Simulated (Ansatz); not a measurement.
Clean, relaxed (110) surface of Zr, space group Im-3m (No. 229) (top face towards +c; atoms held fixed, by place in the list: 1):

```
Zr
1.0
     3.04932    0.00000    0.00000
    -1.01644    2.87493    0.00000
     0.00000    0.00000   21.97952
Zr
3
Direct
  0.50000 0.50000 0.38672
  0.00000 0.00000 0.49565
  0.50000 0.50000 0.60414
```

These are results of DFT PBEsol, scalar-relativistic, plane waves, PAW (Ansatz 0.2.0), not measurements. Plane waves to 420 eV, a k mesh through Γ of 10×10×1 on the computed 3-atom cell and Gaussian smearing (0.10 eV); no spin polarisation. The cell repeats along c with a dipole correction in the vacuum.

C (atom) is adsorbed on the top face, one adsorbate per 8.8 Å², and relaxed from 3 starting sites (fractions of a and b). E_ads counts from the clean slab and the free adsorbate (spin-polarised where it has unpaired electrons); negative means bound. Heights count from the highest slab atom after relaxation. Δφ is the top face's. Δp counts per cell along +c. Bonded neighbours lie within 1.25 times the sum of covalent radii (1.35 for H) and, on that scale, within 12 % of the closest. With the adsorbate the cell is lengthened along c to keep the vacuum.

```csv
start,ends at,E_ads (eV),height (Å),shortest contact,Δφ (eV),Δp (e·Å)
"top (Zr) at (0.50, 0.50)","(0.50, 0.50), 1 bonded neighbour (Zr)",-3.50,2.04,C–Zr 2.04 Å,+2.59,-0.128
"hollow (Zr-Zr-Zr) at (0.17, 0.83)","(0.18, 0.82), 3 bonded neighbours (Zr), largest slab move 0.5 Å",-7.18,0.80,C–Zr 2.02 Å,+1.87,-0.097
"bridge (Zr-Zr) at (0.50, 0.00)","(0.50, 0.00), 2 bonded neighbours (Zr)",-5.66,1.32,C–Zr 2.02 Å,+2.38,-0.116
```

Among the sites tried, the lowest end comes from the hollow (Zr-Zr-Zr) at (0.17, 0.83) start; other sites may lie lower.

Each end is the local minimum or symmetric point that its start leads to. This isn't the usual crystal structure of Zr. The slab is only 5.0 Å thick, so the energies aren't converged with thickness.

For at least one of the starts the bottom face's work function also shifts by over 0.1 eV: the slab is too thin to screen the adsorbate, so the work functions aren't converged with thickness.

The adsorbed runs have no spin polarisation, so weakly bound open-shell ends lie too high.